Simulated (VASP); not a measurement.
# Hf (P6/mmm) in VASP: further runs

The runs below take Hf through relaxation of cell and atoms, with PBEsol.

Program: VASP 6.6.1. These are calculated values, not measurements. Logs are shortened: lines on timing, memory, paths and dates and some standing lists are left out, and cuts for length are marked.

## 1. Starting point

The structure is hexagonal, space group P6/mmm (No. 191). Conventional cell: a = 4.962 Å, b = 4.962 Å, c = 3.086 Å, α = 90.00°, β = 90.00°, γ = 120.00°. Hf (site symmetry -6m2) has 11 Hf at 2.87 to 3.25 Å as nearest neighbours. Hf (site symmetry 6/mmm) has 14 Hf at 3.09 to 3.25 Å as nearest neighbours.

This isn't the form of Hf at room conditions, which is hcp.

## 2. Relaxation of cell and atoms, PBEsol, target pressure 50 GPa, at which the enthalpy is minimised

The input, INCAR:

```
ALGO = Normal ; EDIFF = 1E-7
EDIFFG = -0.002 ; ENCUT = 520
GGA = PS ; IBRION = 2
ISIF = 3 ; ISMEAR = 0
KPAR = 4 ; LASPH = T
LCHARG = F ; LREAL = F
LWAVE = F ; NELM = 60
NSW = 80 ; PREC = Accurate
PSTRESS = 500.0 ; SIGMA = 0.1
```

The input, KPOINTS:

```
k-points
0
Gamma
  3 3 4
```

The input, POSCAR:

```
Hf
1.0
    4.9623295400      0.0000000000      0.0000000000
   -2.4811647700      4.2975034500      0.0000000000
    0.0000000000      0.0000000000      3.0862322500
Hf
3
Direct
    0.6666666700      0.3333333300      0.5000000000
    0.3333333300      0.6666666700      0.5000000000
    0.0000000000      0.0000000000      0.0000000000
```

Potentials or basis: VASP PAW PBE potentials, release 64 (Hf_pv).

Launch:

```bash
$ cat potpaw_PBE.64/Hf_pv/POTCAR > POTCAR
$ mpirun -np 4 vasp_std > vasp.out
```

OUTCAR:

```text
EDIFF = 1E-7
   EDIFFG = -0.002
   ENCUT = 520
   GGA = PS
   IBRION = 2
   ISIF = 3
   ISMEAR = 0
   LASPH = T
   LREAL = F
   NELM = 60
   NSW = 80
   PREC = Accurate
   PSTRESS = 500.0

 ion  position               nearest neighbor table
   1  0.667  0.333  0.500-   2 2.87   2 2.87   2 2.87   3 3.25   3 3.25   3 3.25   3 3.25   3 3.25
                             3 3.25
   2  0.333  0.667  0.500-   1 2.87   1 2.87   1 2.87   3 3.25   3 3.25   3 3.25   3 3.25   3 3.25
                             3 3.25
   3  0.000  0.000  0.000-   1 3.25   2 3.25   1 3.25   2 3.25   1 3.25   1 3.25   2 3.25   2 3.25
                             1 3.25   1 3.25   2 3.25   2 3.25

  LATTYP: Found a hexagonal cell.
 ALAT       =     4.9623295400
 C/A-ratio  =     0.6219321440

  Lattice vectors:

 A1 = (   4.9623295400,   0.0000000000,   0.0000000000)
 A2 = (  -2.4811647700,   4.2975034500,   0.0000000000)
 A3 = (   0.0000000000,   0.0000000000,   3.0862322500)

Analysis of symmetry for initial positions (statically):
=====================================================================
 Subroutine PRICEL returns:
 Original cell was already a primitive cell.

 Routine SETGRP: Setting up the symmetry group for a
 hexagonal supercell.

 Subroutine GETGRP returns: Found 24 space group operations
 (whereof 24 operations were pure point group operations)
 out of a pool of 24 trial point group operations.

The static configuration has the point symmetry D_6h.

Analysis of symmetry for dynamics (positions and initial velocities):
=====================================================================
 Subroutine PRICEL returns:
 Original cell was already a primitive cell.

 Routine SETGRP: Setting up the symmetry group for a
 hexagonal supercell.

 Subroutine GETGRP returns: Found 24 space group operations
 (whereof 24 operations were pure point group operations)
 out of a pool of 24 trial point group operations.

The dynamic configuration has the point symmetry D_6h.

 Subroutine INISYM returns: Found 24 space group operations
 (whereof 24 operations are pure point group operations),
 and found     1 'primitive' translations

----------------------------------------------------------------------------------------

                                     Primitive cell

  volume of cell :      65.8158

  direct lattice vectors                    reciprocal lattice vectors
     4.962329540  0.000000000  0.000000000     0.201518257  0.116346620  0.000000000
    -2.481164770  4.297503450  0.000000000     0.000000000  0.232693240  0.000000000
[... 89 lines left out ...]
   IMIX   =      4    mixing-type and parameters
     AMIX     =   0.40;   BMIX     =  1.00
     AMIX_MAG =   1.60;   BMIX_MAG =  1.00
  volume/ion in A,a.u.               =      21.94       148.05
  Fermi-wavevector in a.u.,A,eV,Ry     =   1.259907  2.380879 21.597416  1.587365
  Thomas-Fermi vector in A             =   2.393443
   LORBIT       =      0    0 simple, 1 ext, 2 COOP (PROOUT), +10 PAW based schemes
   GGA     = PS    functional components
   LHFCALC =     F    Hartree Fock is set to
   AEXX    =    0.0000 exact exchange contribution
   IVDW    =     0    specifies the selected vdW correction
   LEPSILON=     F    determine dielectric tensor
   LRPA    =     F    only Hartree local field effects (RPA)
 conjugate gradient relaxation of ions
 non-spin polarized calculation
 Gauss-broadening in eV      SIGMA  =   0.10
  energy-cutoff  :      520.00
  volume of cell :       65.82
 maximum number of plane-waves:      1776
 NGX is ok and might be reduce to    40
   NGX = 19   NGY = 19   NGZ = 11

--------------------------------------- Ionic step        1  -------------------------------------------

 number of electron      30.0000003 magnetization

 Free energy of the ion-electron system (eV)
  ---------------------------------------------------
  ext. energy  EPLUGINS =         0.00000000
  ---------------------------------------------------
  free energy    TOTEN  =       -31.49083034 eV

  energy without entropy =      -31.47837036  energy(sigma->0) =      -31.48460035

------------------------ aborting loop because EDIFF is reached ----------------------------------------

  FORCE on cell =-STRESS in cart. coord.  units (eV):
  Direction    XX          YY          ZZ          XY          YZ          ZX
  --------------------------------------------------------------------------------------
  -------------------------------------------------------------------------------------
  Total       -1.9349302     -1.9349302     -0.9805554      0.0000000      0.0000000      0.0000000
  in kB      -47.1026612    -47.1026614    -23.8699916      0.0000000      0.0000000      0.0000000
  external PRESSURE =    -539.3584381 kB  Pullay stress =     500.0000000 kB
[... 26 lines left out ...]
--------------------------------------- Ionic step        2  -------------------------------------------

 number of electron      30.0000000 magnetization

 E-fermi :  19.8663     XC(G=0): -19.0763

 val. band max:       19.6575880567   @ k =   0.3333   0.0000   0.2500
 cond. band min:      19.9129938845   @ k =   0.3333   0.3333   0.5000
 fundamental gap:      0.2554058278
 Fermi energy:        19.8663485754

 k-point     1 :       0.0000    0.0000    0.0000
  band No.  band energies     occupation
      1     -22.5843      2.00000
      2     -22.5843      2.00000
      3     -20.4020      2.00000
      4     -20.4020      2.00000
      5     -12.2006      2.00000
      6      -5.1615      2.00000
[... 260 lines left out ...]
  energy  without entropy=      -31.3777319531  energy(sigma->0) =      -31.38455587

  enthalpy is  TOTEN    =       -12.9329697516 eV   P V=       18.4584100393

[... ionic steps 4 to 8 ...]

--------------------------------------- Ionic step        9  -------------------------------------------

 number of electron      30.0000000 magnetization

------------------------ aborting loop because EDIFF is reached ----------------------------------------
[... 73 lines left out ...]
--------------------------------------- Ionic step       11  -------------------------------------------

 number of electron      30.0000000 magnetization

 Free energy of the ion-electron system (eV)
  ---------------------------------------------------
  ext. energy  EPLUGINS =         0.00000000
  ---------------------------------------------------
  free energy    TOTEN  =       -29.65955387 eV

  energy without entropy =      -29.64589269  energy(sigma->0) =      -29.65272328

 E-fermi :   6.8328     XC(G=0): -12.9251

 val. band max:        6.8052209613   @ k =   0.3333   0.3333   0.0000
 cond. band min:       7.2389581245   @ k =   0.3333   0.0000   0.0000
 fundamental gap:      0.4337371632
 Fermi energy:         6.8327982040

 k-point     1 :       0.0000    0.0000    0.0000
  band No.  band energies     occupation
      1     -23.7544      2.00000
      2     -23.7544      2.00000
      3     -23.2819      2.00000
      4     -23.2819      2.00000
      5     -22.5220      2.00000
      6     -21.9547      2.00000
[... 221 lines left out ...]
  energy  without entropy=      -29.6458926896  energy(sigma->0) =      -29.65272328

  enthalpy is  TOTEN    =       -14.3941482258 eV   P V=       15.2654056410

 reached required accuracy - stopping structural energy minimisation
```

CONTCAR:

```text
Hf
   1.00000000000000
     4.4801239679714042    0.0000000000000000    0.0000000000000000
    -2.2400619839857021    3.8799011761239588   -0.0000000000000000
    -0.0000000000000000    0.0000000000000000    2.8140916131450999
  Hf
     3
Direct
     0.6666666699999979    0.3333333300000021    0.5000000000000000
     0.3333333300000021    0.6666666699999979    0.5000000000000000
     0.0000000000000000    0.0000000000000000    0.0000000000000000

  0.00000000E+00  0.00000000E+00  0.00000000E+00
  0.00000000E+00  0.00000000E+00  0.00000000E+00
  0.00000000E+00  0.00000000E+00  0.00000000E+00
```

Run time: 57 s. Hardware: 4 MPI ranks of Intel Xeon Platinum 8375C at 2.90GHz (Ice Lake), shared host; peak memory 0.2 GiB.

Results:

- Free energy: -29.6596 eV
- Relaxed volume: 16.31 Å³/atom
- Relaxed cell: a = 4.480 Å, b = 4.480 Å, c = 2.814 Å, α = 90.00°, β = 90.00°, γ = 120.00°
- Space group after relaxing (to 0.05 Å): P6/mmm (No. 191)
- Energy change on relaxing (the enthalpy is what falls): +610.4 meV/atom
- Ionic steps: 11
- Pressure after relaxing: 50.0 GPa
- Band gap on the k mesh: none (metal or under the smearing width)

Step by step:
```
step  energy change (eV)  largest force (eV/Å)  pressure (GPa)  volume (Å³)
   1              0.0000                0.0000           -3.94        65.82
   2             84.0862                0.0000         1905.26        17.55
   3              0.0995                0.0000            9.76        59.15
   4              0.4742                0.0000           21.49        55.22
   5              2.0130                0.0000           53.26        48.36
   6              1.8219                0.0000           49.78        48.95
   7              1.8214                0.0000           49.84        48.95
   8              1.8202                0.0000           49.80        48.95
   9              1.8202                0.0000           49.80        48.95
  10              1.8545                0.0000           50.43        48.84
  11              1.8313                0.0000           50.01        48.92
```

Final structure:
```
CELL_PARAMETERS angstrom
4.48012 0.00000 0.00000
-2.24006 3.87990 0.00000
0.00000 0.00000 2.81409
ATOMIC_POSITIONS crystal
Hf 0.66667 0.33333 0.50000
Hf 0.33333 0.66667 0.50000
Hf 0.00000 0.00000 0.00000
```

Levels at points of the mesh, in eV from the Fermi level:
```
           k point  band 13  band 14  band 15  band 16  band 17  band 18
(0.00, 0.00, 0.00)    -0.28    -0.28    -0.21    -0.21     1.46     2.70
(0.00, 0.00, 0.50)    -2.70    -2.70    -1.61     1.82     1.82     3.01
```

Caveat: the k mesh is coarse (spacing up to 0.51 Å⁻¹), so the values aren't converged; the cell is relaxed towards a set pressure, so the enthalpy falls and the energy may rise; the volume moved by over 15 % at a fixed basis, so the end points are rough; the PAW data sets were made with another functional, which shifts forces and pressure a little. The run has no spin-orbit coupling, so splittings on Hf are missing.

## 3. Relaxation of cell and atoms, PBEsol, target pressure 50 GPa, at which the enthalpy is minimised

This run uses another cell than the first one, of 16.31 Å³/atom, 0.743 times its volume.

INCAR is that of step 2.

KPOINTS is that of step 2.

The input, POSCAR:

```
Hf                                      
1.0
    4.4801239680      0.0000000000      0.0000000000
   -2.2400619840      3.8799011761     -0.0000000000
   -0.0000000000      0.0000000000      2.8140916131
  Hf            
     3
Direct
     0.6666666699999979    0.3333333300000021    0.5000000000000000
     0.3333333300000021    0.6666666699999979    0.5000000000000000
     0.0000000000000000    0.0000000000000000    0.0000000000000000
```

Potentials or basis: VASP PAW PBE potentials, release 64 (Hf_pv).

Launch:

```bash
$ cat potpaw_PBE.64/Hf_pv/POTCAR > POTCAR
$ mpirun -np 4 vasp_std > vasp.out
```

Wall time 4.9 s (4 MPI ranks of Intel Xeon Platinum 8375C at 2.90GHz (Ice Lake), shared host); peak memory 0.16 GiB.

Results (log left out):

```yaml
Free_energy: -29.6566 eV
Pressure_after_relaxing: 50.0 GPa
Band_gap_on_the_k_mesh: none (metal or under the smearing width)
```

Final structure:
```yaml
crystal:
  lattice:
    - [4.48012, 0.00000, 0.00000]
    - [-2.24006, 3.87990, 0.00000]
    - [0.00000, 0.00000, 2.81409]
  atoms:
    - { symbol: Hf, position: [0.66667, 0.33333, 0.50000] }
    - { symbol: Hf, position: [0.33333, 0.66667, 0.50000] }
    - { symbol: Hf, position: [0.00000, 0.00000, 0.00000] }
```

Levels at points of the mesh, in eV from the Fermi level:
| k point | band 11 | band 12 | band 13 | band 14 | band 15 | band 16 | band 17 | band 18 | band 19 |
| --- | --- | --- | --- | --- | --- | --- | --- | --- | --- |
| (0.00, 0.00, 0.00) | -3.69 | -0.51 | -0.28 | -0.28 | -0.21 | -0.21 | 1.46 | 2.70 | 2.70 |
| (0.00, 0.00, 0.50) | -3.95 | -2.93 | -2.70 | -2.70 | -1.61 | 1.82 | 1.82 | 3.01 | 3.01 |

Caveat: the k mesh is coarse (spacing up to 0.56 Å⁻¹), so the values aren't converged; the relaxation stopped at its first step, so nothing moved; the cell is relaxed towards a set pressure, so the enthalpy falls and the energy may rise; the PAW data sets were made with another functional, which shifts forces and pressure a little.

## 4. Relaxation of cell and atoms, PBEsol, target pressure 50 GPa, at which the enthalpy is minimised

This run uses another cell than the first one, of 16.31 Å³/atom, 0.743 times its volume.

INCAR is that of step 3.

KPOINTS is that of step 3.

Edit POSCAR of step 3 so:

```diff
@@ -3,4 +3,4 @@
     4.4801239680      0.0000000000      0.0000000000
-   -2.2400619840      3.8799011761     -0.0000000000
-   -0.0000000000      0.0000000000      2.8140916131
+   -2.2400619840      3.8799011761      0.0000000000
+    0.0000000000      0.0000000000      2.8140916131
   Hf
```

Potentials or basis: VASP PAW PBE potentials, release 64 (Hf_pv).

Launch:

```bash
$ cat potpaw_PBE.64/Hf_pv/POTCAR > POTCAR
$ mpirun -np 4 vasp_std > vasp.out
```

OUTCAR:

```text
EDIFF = 1E-7
   EDIFFG = -0.002
   ENCUT = 520
   GGA = PS
   IBRION = 2
   ISIF = 3
   ISMEAR = 0
   LASPH = T
   LREAL = F
   NELM = 60
   NSW = 80
   PREC = Accurate
   PSTRESS = 500.0

 ion  position               nearest neighbor table
   1  0.667  0.333  0.500-   2 2.59   2 2.59   2 2.59   3 2.94   3 2.94   3 2.94   3 2.94   3 2.94
                             3 2.94   2 3.82   2 3.82   2 3.82   2 3.82   2 3.82   2 3.82
   2  0.333  0.667  0.500-   1 2.59   1 2.59   1 2.59   3 2.94   3 2.94   3 2.94   3 2.94   3 2.94
                             3 2.94   1 3.82   1 3.82   1 3.82   1 3.82   1 3.82   1 3.82
   3  0.000  0.000  0.000-   1 2.94   2 2.94   1 2.94   2 2.94   1 2.94   1 2.94   2 2.94   2 2.94
                             1 2.94   1 2.94   2 2.94   2 2.94

  LATTYP: Found a hexagonal cell.
 ALAT       =     4.4801239680
 C/A-ratio  =     0.6281280682

  Lattice vectors:

 A1 = (   4.4801239680,   0.0000000000,   0.0000000000)
 A2 = (  -2.2400619840,   3.8799011761,   0.0000000000)
 A3 = (   0.0000000000,   0.0000000000,   2.8140916131)

Analysis of symmetry for initial positions (statically):
[... 165 lines left out ...]
 cond. band min:       7.2391314118   @ k =   0.3333   0.0000   0.0000
 fundamental gap:      0.4337673201
 Fermi energy:         6.8329480167

 k-point     1 :       0.0000    0.0000    0.0000
  band No.  band energies     occupation
      1     -23.7543      2.00000
      2     -23.7543      2.00000
      3     -23.2818      2.00000
      4     -23.2818      2.00000
      5     -22.5219      2.00000
      6     -21.9546      2.00000
[... 175 lines left out ...]
      6     -22.8041      2.00000
[... 11 lines left out ...]
     18       8.3467      0.00000
     19       8.3467      0.00000

------------------------ aborting loop because EDIFF is reached ----------------------------------------

  FORCE on cell =-STRESS in cart. coord.  units (eV):
  Direction    XX          YY          ZZ          XY          YZ          ZX
  --------------------------------------------------------------------------------------
  -------------------------------------------------------------------------------------
  Total       15.2680871     15.2680872     15.2626909      0.0000000      0.0000000      0.0000000
  in kB      500.0878295    500.0878315    499.9110823      0.0000000      0.0000000      0.0000000
  external PRESSURE =       0.0289144 kB  Pullay stress =     500.0000000 kB

 VOLUME and BASIS-vectors are now :
 -----------------------------------------------------------------------------
  energy-cutoff  :      520.00
  volume of cell :       48.92
      direct lattice vectors                 reciprocal lattice vectors
     4.480123968  0.000000000  0.000000000     0.223208109  0.128869262  0.000000000
    -2.240061984  3.879901176  0.000000000     0.000000000  0.257738523  0.000000000
     0.000000000  0.000000000  2.814091613     0.000000000  0.000000000  0.355354458

 POSITION                                       TOTAL-FORCE (eV/Angst)
 -----------------------------------------------------------------------------------
      2.24006      1.29330      1.40705        -0.000000      0.000000      0.000000
     -0.00000      2.58660      1.40705         0.000000      0.000000      0.000000
      0.00000      0.00000      0.00000        -0.000000      0.000000      0.000000
 -----------------------------------------------------------------------------------
    total drift:                               -0.000000      0.000000      0.000000

  FREE ENERGIE OF THE ION-ELECTRON SYSTEM (eV)
  ---------------------------------------------------
  free  energy   TOTEN  =       -29.6566332332 eV

  energy  without entropy=      -29.6429720181  energy(sigma->0) =      -29.64980263

  enthalpy is  TOTEN    =       -14.3912275925 eV   P V=       15.2654056407

 reached required accuracy - stopping structural energy minimisation
```

OSZICAR:

```text
N       E                     dE             d eps       ncg     rms          rms(c)
DAV:   1     0.118205584700E+03    0.11821E+03   -0.16994E+04   342   0.157E+03
DAV:   2    -0.237121347752E+02   -0.14192E+03   -0.13599E+03   401   0.362E+02
DAV:   3    -0.303235467663E+02   -0.66114E+01   -0.62279E+01   456   0.456E+01
DAV:   4    -0.304790072545E+02   -0.15546E+00   -0.15013E+00   416   0.544E+00
DAV:   5    -0.304814739862E+02   -0.24667E-02   -0.24641E-02   407   0.626E-01    0.102E+02
DAV:   6    -0.298940645878E+02    0.58741E+00   -0.42218E-01   363   0.513E+00    0.602E+01
DAV:   7    -0.296633101072E+02    0.23075E+00   -0.74096E-01   351   0.623E+00    0.290E+00
DAV:   8    -0.296582946115E+02    0.50155E-02   -0.50340E-02   394   0.150E+00    0.135E+00
DAV:   9    -0.296567069802E+02    0.15876E-02   -0.11341E-02   404   0.881E-01    0.647E-01
DAV:  10    -0.296566344980E+02    0.72482E-04   -0.13583E-03   407   0.256E-01    0.820E-02
DAV:  11    -0.296566333320E+02    0.11660E-05   -0.33614E-05   427   0.444E-02    0.514E-02
DAV:  12    -0.296566332214E+02    0.11058E-06   -0.25924E-06   404   0.131E-02    0.523E-03
DAV:  13    -0.296566333240E+02   -0.10262E-06   -0.24225E-07   278   0.380E-03    0.446E-03
DAV:  14    -0.296566332332E+02    0.90851E-07   -0.44791E-08   210   0.165E-03
   1 F= -.14391228E+02 E0= -.14384397E+02  d E =-.143912E+02
```

CONTCAR:

```text
Hf
   1.00000000000000
     4.4801239680000000    0.0000000000000000    0.0000000000000000
    -2.2400619840000000    3.8799011761000002    0.0000000000000000
     0.0000000000000000    0.0000000000000000    2.8140916131000000
  Hf
     3
Direct
     0.6666666699999979    0.3333333300000021    0.5000000000000000
     0.3333333300000021    0.6666666699999979    0.5000000000000000
     0.0000000000000000    0.0000000000000000    0.0000000000000000

  0.00000000E+00  0.00000000E+00  0.00000000E+00
  0.00000000E+00  0.00000000E+00  0.00000000E+00
  0.00000000E+00  0.00000000E+00  0.00000000E+00
```

Wall time 5.1 s (4 MPI ranks of Intel Xeon Platinum 8375C at 2.90GHz (Ice Lake), shared host); peak memory 0.16 GiB.

Results:

| Item | Value |
| --- | --- |
| Free energy | -29.6566 eV |
| Pressure after relaxing | 50.0 GPa |
| Band gap on the k mesh | none (metal or under the smearing width) |

Final structure:
```
Hf
1.0
     4.48012    0.00000    0.00000
    -2.24006    3.87990    0.00000
     0.00000    0.00000    2.81409
Hf
3
Direct
  0.66667 0.33333 0.50000
  0.33333 0.66667 0.50000
  0.00000 0.00000 0.00000
```

Levels at points of the mesh, in eV from the Fermi level:
```csv
k point,band 12,band 13,band 14,band 15,band 16,band 17,band 18,band 19
"(0.00, 0.00, 0.00)",-0.51,-0.28,-0.28,-0.21,-0.21,1.46,2.70,2.70
"(0.00, 0.00, 0.50)",-2.93,-2.70,-2.70,-1.61,1.82,1.82,3.01,3.01
```

Caveat: the k mesh is coarse (spacing up to 0.56 Å⁻¹), so the values aren't converged; the relaxation stopped at its first step, so nothing moved; the cell is relaxed towards a set pressure, so the enthalpy falls and the energy may rise; the PAW data sets were made with another functional, which shifts forces and pressure a little. Spin-orbit coupling is left out, which matters for the levels of Hf.
